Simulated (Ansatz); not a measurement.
**Ge: elastic constants with LDA**

The system is Ge.

```
CELL_PARAMETERS angstrom
-2.57449 2.57449 1.39741
2.57449 -2.57449 1.39741
2.57449 2.57449 -1.39741
ATOMIC_POSITIONS crystal
Ge 0.50000 0.50000 0.00000
Ge 0.25000 0.75000 0.50000
```

This isn't the form of Ge at room conditions, which is diamond.

| Quantity | Value |
| --- | --- |
| Program | Ansatz 0.2.0 |
| Task | elastic constants |
| Functional | LDA |
| Potentials or basis | Ansatz PAW |
| Cutoff | 420 eV (not typed: the program's choice for these potentials) |
| k mesh | 8 × 8 × 8 |
| Occupations | fermi-dirac, width 0.05 eV |
| Spin | no spin polarisation |
| Atoms under strain | relaxed |

```json
{
  "Pressure": "-2.6 GPa",
  "Band gap on the k mesh": "none (metal or under the smearing width)",
  "Voigt bulk modulus": "71 GPa"
}
```

Stress tensor (GPa, compression positive):
```
-4.15  0.00  0.00
 0.00 -4.15  0.00
 0.00  0.00  0.50
```

Levels at points of the mesh, in eV from the Fermi level:
| k point | band 12 | band 13 | band 14 | band 15 | band 16 | band 17 |
| --- | --- | --- | --- | --- | --- | --- |
| (0.00, 0.00, 0.00) | -4.13 | -2.27 | -2.27 | 3.42 | 7.56 | 7.56 |
| (0.00, 0.00, -0.50) | -10.53 | 0.67 | 0.67 | 1.94 | 1.94 | 7.52 |
| (0.00, -0.50, 0.00) | -6.34 | -2.64 | -1.94 | -1.28 | 2.59 | 3.57 |
| (-0.50, -0.50, -0.50) | -8.88 | -5.82 | -5.82 | 6.19 | 6.19 | 10.92 |

Elastic tensor in Voigt notation (GPa, in the Cartesian axes of the cell as first typed):
```
 90  74  37   0   0   0
 74  90  37   0   0   0
 41  41 152   0   0   0
  0   0   0  40   0   0
  0   0   0   0  40   0
  0   0   0   0   0  62
```

Run time: 98 s on 2 threads of Intel(R) Xeon(R) Processor @ 2.50GHz (Skylake/Cascade Lake) (shared host), peak memory 0.4 GiB.

Caveat: elastic constants of metals need much finer meshes, so these are rough; the PAW data sets come from PBE, with cores solved anew for the run's functional, which leaves a small shift of forces and pressure.
